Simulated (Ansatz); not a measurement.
# Tl under changes of volume

One of the cells (28.575 Å³/atom); the others are scaled copies at fixed shape and fractional positions:

```xyz
2
Lattice="3.4560 0.0000 0.0000 -1.7280 2.9930 0.0000 0.0000 0.0000 5.5250" Properties=species:S:1:pos:R:3 pbc="T T T"
Tl    1.7280    0.9977    4.1438
Tl    0.0000    1.9953    1.3813
```

| Item | Value |
| --- | --- |
| Program | Ansatz 0.2.0 |
| Functional | r2SCAN |
| Potentials or basis | Ansatz PAW |
| Cutoff | 500 eV (not typed: the program's choice for these potentials) |
| k mesh | 9 × 9 × 5 |
| Occupations | fermi-dirac, width 0.05 eV |
| Spin | no spin polarisation |

| volume (Å³/atom) | energy over the lowest point (meV/atom) | pressure (GPa) |
| --- | --- | --- |
| 26.860 | ? | ? |
| 27.432 | 32.20 | 4.0 |
| 28.003 | 19.62 | 3.0 |
| 28.575 | 10.48 | 2.1 |
| 29.146 | 4.39 | 1.3 |
| 29.718 | 1.00 | 0.6 |
| 30.289 | 0.00 | 0.0 |

Task: What does the run at 26.860 Å³/atom give?

Result: Energy over the lowest point 48.64 meV/atom; pressure 5.2 GPa.

Worked out: A Birch-Murnaghan fit of order 3 (a polynomial in V^(-2/3)) to the other rows has its minimum at 30.26 Å³/atom with B0 = V·E''(V) = 32 GPa and B' = 5.5 at fixed shape and positions, which overstates the stiffness. It gives 48.70 meV/atom at 26.860 Å³/atom, against the run's 48.64, and -dE/dV = 5.2 GPa, against 5.2.

Energies are extrapolated to zero smearing.

Caveats: the PAW data sets come from PBE, with cores solved anew for the run's functional, which leaves a small shift of forces and pressure.
